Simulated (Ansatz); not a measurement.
ZnS (Wurtzite-4H): single point with PBE

Crystal: ZnS (Wurtzite-4H).

```xyz
8
Lattice="3.8227 0.0000 0.0000 -1.9114 3.3106 0.0000 0.0000 0.0000 12.5200" Properties=species:S:1:pos:R:3 pbc="T T T"
Zn    1.9114    1.1035    9.3900
Zn    0.0000    2.2070    3.1300
Zn    0.0000    0.0000    6.2600
Zn    0.0000    0.0000    0.0000
S     1.9114    1.1035   11.7375
S     0.0000    2.2070    5.4775
S     0.0000    0.0000    8.6075
S     0.0000    0.0000    2.3475
```

```yaml
Program: Ansatz 0.2.0
Task: single point
Functional: PBE
Potentials_or_basis: Ansatz PAW
Cutoff: 350 eV
Density_cutoff: 1400 eV
k_mesh: 8 × 8 × 3
Occupations: fermi-dirac, width 0.05 eV
Spin: no spin polarisation
```

| Quantity | Value |
| --- | --- |
| Pressure | 1.4 GPa |
| Largest force | 0.043 eV/Å |
| Band gap on the k mesh | 2.13 eV, direct |

Forces on the atoms (eV/Å):
```
Zn   0.000  0.000  0.008
Zn   0.000  0.000  0.008
Zn   0.000  0.000  0.022
Zn   0.000  0.000  0.022
S    0.000  0.000  0.013
S    0.000  0.000  0.013
S    0.000  0.000 -0.043
S    0.000  0.000 -0.043
```

Stress tensor (GPa, compression positive):
```
1.45 0.00 0.00
0.00 1.45 0.00
0.00 0.00 1.31
```

Levels at points of the mesh, in eV from the valence-band top:
```
            k point  band 33  band 34  band 35  band 36  band 37  band 38  band 39  band 40
 (0.00, 0.00, 0.00)    -0.45    -0.04     0.00     0.00     2.13     3.19     3.38     3.62
(0.00, -0.50, 0.00)    -1.59    -1.57    -1.10    -0.87     3.31     3.36     3.76     4.35
```

It took 5.9 s on 2 threads of Arm Neoverse V2 (shared host), peak memory 0.39 GiB.

The gap isn't set beside the measured one, since this odd mesh misses points on the zone boundary.

Caveat: odd divisions of the mesh miss points on the zone boundary, where band edges often lie, so the gap on the mesh can be too wide; the pressure holds a Pulay correction of +0.5 GPa for the finite cutoff; the cutoff lies under the one recommended for these potentials.
